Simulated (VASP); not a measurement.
# SnTe (Fm-3m) in VASP: notebook, part 2 of 2

VASP 6.6.1. Earlier steps stand in the parts before.

**6. Relaxation of cell and atoms, HSEsol**

POSCAR

```
SnTe
1.0
    0.0000000000      3.1508500000      3.1508500000
    3.1508500000      0.0000000000      3.1508500000
    3.1508500000      3.1508500000      0.0000000000
Te Sn
1 1
Direct
    0.5000000000      0.5000000000      0.5000000000
    0.0000000000      0.0000000000      0.0000000000
```

INCAR.step1

```
PREC     = Accurate       # precision mode
ENCUT    = 600            # plane-wave cutoff, eV
EDIFF    = 1E-5           # SCF threshold, eV
ISMEAR   = -1             # smearing method
SIGMA    = 0.05           # smearing width, eV
LREAL    = False          # projectors in reciprocal space
LASPH    = True           # aspherical terms in the spheres
NELM     = 80             # most SCF steps
ALGO     = Normal         # electronic algorithm
LWAVE    = True           # write WAVECAR
LCHARG   = False          # write CHGCAR
GGA      = PE             # functional
```

INCAR.step2

```
PREC     = Accurate       # precision mode
ENCUT    = 600            # plane-wave cutoff, eV
EDIFF    = 1E-6           # SCF threshold, eV
ISMEAR   = -1             # smearing method
SIGMA    = 0.05           # smearing width, eV
LREAL    = False          # projectors in reciprocal space
LASPH    = True           # aspherical terms in the spheres
NELM     = 80             # most SCF steps
ALGO     = Normal         # electronic algorithm
ISIF     = 3              # what is computed and relaxed
LWAVE    = False          # write WAVECAR
LCHARG   = False          # write CHGCAR
GGA      = PS             # functional
LHFCALC  = True           # exact exchange
HFSCREEN = 0.2            # screening, 1/A
PRECFOCK = Fast         
IBRION   = 2              # ionic algorithm
NSW      = 40             # ionic steps
EDIFFG   = -0.02          # ionic threshold
ISTART   = 1
```

KPOINTS

```
regular mesh
0
Gamma
  4 4 4
```

Potentials or basis: VASP PAW PBE potentials, release 64 (Te, Sn_d).

Launch:

```
cat potpaw_PBE.64/Te/POTCAR potpaw_PBE.64/Sn_d/POTCAR > POTCAR
cp INCAR.step1 INCAR
mpirun -np 1 vasp_std > vasp.out
cp INCAR.step2 INCAR
mpirun -np 1 vasp_std > vasp.out
```

OUTCAR:

```text
PREC = Accurate
   ENCUT = 600
   EDIFF = 1E-6
   ISMEAR = -1
   LREAL = False
   LASPH = True
   NELM = 80
   ISIF = 3
   GGA = PS
   LHFCALC = True
   HFSCREEN = 0.2
   PRECFOCK = Fast
   IBRION = 2
   NSW = 40
   EDIFFG = -0.02
   ISTART = 1

 ion  position               nearest neighbor table
   1  0.500  0.500  0.500-   2 3.15   2 3.15   2 3.15   2 3.15   2 3.15   2 3.15
   2  0.000  0.000  0.000-   1 3.15   1 3.15   1 3.15   1 3.15   1 3.15   1 3.15

  LATTYP: Found a face centered cubic cell.
 ALAT       =     6.3017000000

  Lattice vectors:

 A1 = (   0.0000000000,   3.1508500000,   3.1508500000)
 A2 = (   3.1508500000,   0.0000000000,   3.1508500000)
 A3 = (   3.1508500000,   3.1508500000,   0.0000000000)

Analysis of symmetry for initial positions (statically):
=====================================================================
 Subroutine PRICEL returns:
 Original cell was already a primitive cell.

 Routine SETGRP: Setting up the symmetry group for a
 face centered cubic supercell.

 Subroutine GETGRP returns: Found 48 space group operations
[... 218 lines left out ...]
      6      -7.4408      2.00000
      7       2.0793      2.00000
      8       4.4721      2.00000
      9       4.4721      2.00000
     10       4.4721      2.00000
     11      11.0390      0.00000
     12      11.0390      0.00000
     13      11.0390      0.00000
     14      12.2170      0.00000
[... 105 lines left out ...]
      1     -17.1887      2.00000
      2     -17.1741      2.00000
      3     -17.1515      2.00000
      4     -17.1515      2.00000
      5     -17.1425      2.00000
      6      -5.4270      2.00000
      7      -1.2717      2.00000
      8       1.3541      2.00000
      9       1.3541      2.00000
     10       6.0944      2.00000
     11       8.1529      0.00000
     12      12.1652      0.00000
     13      12.1652      0.00000
     14      14.0141      0.00000

------------------------ aborting loop because EDIFF is reached ----------------------------------------

  FORCE on cell =-STRESS in cart. coord.  units (eV):
  Direction    XX          YY          ZZ          XY          YZ          ZX
  --------------------------------------------------------------------------------------
  -------------------------------------------------------------------------------------
  Total        0.0229420      0.0229420      0.0229420      0.0000000      0.0000000     -0.0000000
  in kB        0.6049079      0.6049079      0.6049079      0.0000000      0.0000000     -0.0000000
  external PRESSURE =       0.6049079 kB  Pullay stress =       0.0000000 kB

 VOLUME and BASIS-vectors are now :
 -----------------------------------------------------------------------------
  energy-cutoff  :      600.00
  volume of cell :       60.76
      direct lattice vectors                 reciprocal lattice vectors
    -0.000000000  3.120379983  3.120379983    -0.160236895  0.160236895  0.160236895
     3.120379983 -0.000000000  3.120379983     0.160236895 -0.160236895  0.160236895
     3.120379983  3.120379983 -0.000000000     0.160236895  0.160236895 -0.160236895

 POSITION                                       TOTAL-FORCE (eV/Angst)
 -----------------------------------------------------------------------------------
      3.12038      3.12038      3.12038         0.000000      0.000000     -0.000000
      3.12038      3.12038      6.24076        -0.000000      0.000000      0.000000
 -----------------------------------------------------------------------------------
    total drift:                               -0.000000     -0.000000     -0.000000

  FREE ENERGIE OF THE ION-ELECTRON SYSTEM (eV)
  ---------------------------------------------------
  free  energy   TOTEN  =        -9.5861404152 eV

  energy  without entropy=       -9.5809198613  energy(sigma->0) =       -9.58353014

 reached required accuracy - stopping structural energy minimisation
```

OSZICAR.step1:

```text
N       E                     dE             d eps       ncg     rms          rms(c)
DAV:   1     0.127283528791E+03    0.12728E+03   -0.10432E+04   224   0.184E+03
DAV:   2     0.339363283768E+01   -0.12389E+03   -0.12211E+03   242   0.411E+02
DAV:   3    -0.728812826529E+01   -0.10682E+02   -0.10367E+02   290   0.101E+02
DAV:   4    -0.758319992040E+01   -0.29507E+00   -0.29481E+00   248   0.179E+01
DAV:   5    -0.759565070030E+01   -0.12451E-01   -0.12451E-01   336   0.365E+00    0.574E+00
DAV:   6    -0.754617139508E+01    0.49479E-01   -0.12413E-01   292   0.283E+00    0.373E+00
DAV:   7    -0.754705572477E+01   -0.88433E-03   -0.56205E-02   262   0.155E+00    0.723E-01
DAV:   8    -0.754637791270E+01    0.67781E-03   -0.88437E-03   260   0.872E-01    0.216E-01
DAV:   9    -0.754652316093E+01   -0.14525E-03   -0.56908E-04   270   0.266E-01    0.895E-02
DAV:  10    -0.754650417631E+01    0.18985E-04   -0.95497E-05   292   0.110E-01    0.327E-02
DAV:  11    -0.754650550562E+01   -0.13293E-05   -0.23862E-05   204   0.480E-02
   1 F= -.75465055E+01 E0= -.75427266E+01  d E =-.755787E-02
```

Run time: 7.5 min. Hardware: 1 thread of Intel Xeon 6975P-C (Granite Rapids), shared host; peak memory 0.32 GiB.

What came out:

| Property | Result |
| --- | --- |
| Free energy | -9.5861 eV |
| Relaxed volume | 30.38 Å³/atom |
| Relaxed cell | a = 4.413 Å, b = 4.413 Å, c = 4.413 Å, α = 60.00°, β = 60.00°, γ = 60.00° |
| Space group after relaxing (to 0.05 Å) | Fm-3m (No. 225) |
| Energy gained by relaxing | 3.0 meV/atom |
| Ionic steps | 2 |
| Pressure after relaxing | 0.1 GPa |
| Band gap on the k mesh | 0.18 eV, direct |

Step by step:
```tsv
step	energy change (eV)	largest force (eV/Å)	pressure (GPa)	volume (Å³)
1	0.0000	0.0000	-1.03	62.56
2	-0.0060	0.0000	0.06	60.76
```

Final structure:
```cif
data_structure
_symmetry_space_group_name_H-M 'P 1'
_symmetry_Int_Tables_number 1
_cell_length_a 4.4129
_cell_length_b 4.4129
_cell_length_c 4.4129
_cell_angle_alpha 60.000
_cell_angle_beta 60.000
_cell_angle_gamma 60.000
_cell_volume 60.76
loop_
_atom_site_label
_atom_site_type_symbol
_atom_site_fract_x
_atom_site_fract_y
_atom_site_fract_z
_atom_site_occupancy
Te1 Te 0.50000 0.50000 0.50000 1
Sn1 Sn 0.00000 0.00000 0.00000 1
```

Caveat: the k mesh is coarse (spacing up to 0.43 Å⁻¹), so the values aren't converged, least of all with exact exchange; the PAW data sets were made with another functional, which shifts forces and pressure a little; spin-orbit coupling is left out, which moves the levels of the heavy elements.

**7. For comparison**

An earlier run on the cell as given: functional PBE; potentials or basis VASP PAW PBE potentials, release 64 (Te, Sn_d); cutoff 520 eV; k mesh 7 × 7 × 7; occupations fermi-dirac, width 0.05 eV; no spin polarisation.

- Pressure: 2.2 GPa

**8. Summary**

| task | level | potentials or basis | cell | k mesh | cutoff (eV) | smearing | optimiser | grid for exact exchange (PRECFOCK) | exchange at q = 0 | mesh quality | gap on the mesh (eV) | pressure (GPa) | relaxed volume (Å³/atom) |
| --- | --- | --- | --- | --- | --- | --- | --- | --- | --- | --- | --- | --- | --- |
| relaxation of cell and atoms | revPBE | VASP PAW PBE potentials, release 64 (Te, Sn_d) | relaxed from: atoms moved at random, drawn with an rms of 0.05 Å | 7 × 7 × 7 | 600 | fermi-dirac 0.05 eV | vasp | - | - | not flagged | 0.73 | 0.0 | 34.23 |
| relaxation of cell and atoms | PBE+TS | VASP PAW PBE potentials, release 64 (Te_GW, Sn_d_GW) | relaxed | 7 × 7 × 7 | 680 | gaussian 0.1 eV | - | - | - | not flagged | - | 0.0 | 31.78 |
| single point | r2SCANh+D4 | VASP PAW PBE potentials, release 54 (Te, Sn) | as given | 4 × 4 × 4 | 500 | gaussian 0.05 eV | - | Fast | truncated | coarse | 0.32 | 0.5 | - |
| single point | PBE | VASP PAW PBE potentials, release 64 (Te, Sn_d) | as given | 7 × 7 × 7 | 520 | gaussian 0.019 eV | - | - | - | not flagged | - | 2.2 | - |
| relaxation of cell and atoms | HSEsol | VASP PAW PBE potentials, release 64 (Te, Sn_d) | relaxed | 4 × 4 × 4 | 600 | fermi-dirac 0.05 eV | - | Fast | - | coarse | 0.18 | 0.1 | 30.38 |
| single point | PBE | VASP PAW PBE potentials, release 64 (Te, Sn_d) | as given | 7 × 7 × 7 | 520 | fermi-dirac 0.05 eV | - | - | - | not flagged | - | 2.2 | - |

Alike in all rows: no spin polarisation.

Caveats: some runs use coarse meshes; the PAW data sets were made with another functional, which shifts forces and pressure a little (some runs); spin-orbit coupling is left out, which moves the levels of the heavy elements (some runs); an odd mesh through Γ misses points on the zone boundary, where band edges often lie (some runs).

Absolute energies hang on the potentials; compare differences alone.
